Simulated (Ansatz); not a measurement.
Relaxed sheet of SnO, cell area A = 14.597 Å²:

```
CELL_PARAMETERS angstrom
3.82056 0.00000 0.00000
0.00000 3.82056 0.00000
0.00000 0.00000 30.63340
ATOMIC_POSITIONS crystal
Sn 0.50000 0.00000 0.46141
O 0.00000 0.00000 0.50000
O 0.50000 0.50000 0.50000
Sn 0.00000 0.50000 0.53859
```

Method: Ansatz 0.2.0, DFT PBE+D3(BJ), scalar-relativistic, plane waves, PAW. Plane waves to 420 eV, a k mesh through Γ of 6×6×1 on the computed 4-atom cell and Gaussian smearing (0.02 eV); no spin polarisation. No periodic images along c.

Under strain along y with x held, atoms relaxed, stress positive in compression; ΔE is the free energy at this smearing, of which the stress is the derivative:

```csv
strain (%),σxx (N/m),σyy (N/m),ΔE (meV/cell),thickness (Å)
-2,0.809,0.769,6.79,2.388
+2,-0.727,-0.698,6.55,2.339
```

**Question.** Which in-plane elastic constants follow from the stresses?

**Answer.** Central differences over Δε = 0.04 give C22 = 36.7 N/m from the stress along the strain and C12 = 38.4 N/m from the stress across it.

**Question.** Do the energies agree?

**Answer.** The second difference [ΔE(−ε) + ΔE(+ε)]/(A·ε²) = (6.79 + 6.55) meV/(14.597 Å² × 0.0004) × 16.02 N/m per eV/Å² = 36.6 N/m should equal C22 = 36.7 N/m; they differ by 0.2 %, so the two routes agree. The stress in compression and in tension differ in size because of the third-order constants.

**Question.** The unstrained thickness between the outer atoms is 2.364 Å. How does it respond?

**Answer.** d ln t/dε = (2.339 − 2.388)/(2.364 × 0.04) = -0.52: the sheet thins as it is stretched, as its bonds turn towards the plane.

The square symmetry makes C11 equal to C22, so a C12 of 38.4 N/m against a C22 of 36.7 N/m breaks the Born condition that C11 exceed C12. The sheet resists a change of area, but stretching one axis while shrinking the other should lower its energy, so the relaxed square cell is probably a saddle point held by symmetry. The thinning can't be the cause, since thickness couples equally to both axes and softens C11 and C12 alike. The likelier cause is opposite vertical shifts of the two oxygens, which let a rectangular distortion proceed by turning Sn–O bonds with little change in their length.

Bulk SnO is tetragonal at ambient conditions, and the violation is a small difference between two large constants, so its sign may depend on the functional or the k mesh. The agreement of energy and stress supports C22 but doesn't test C12. Relaxing a slightly rectangular cell would show whether a lower minimum exists and how deep it is.
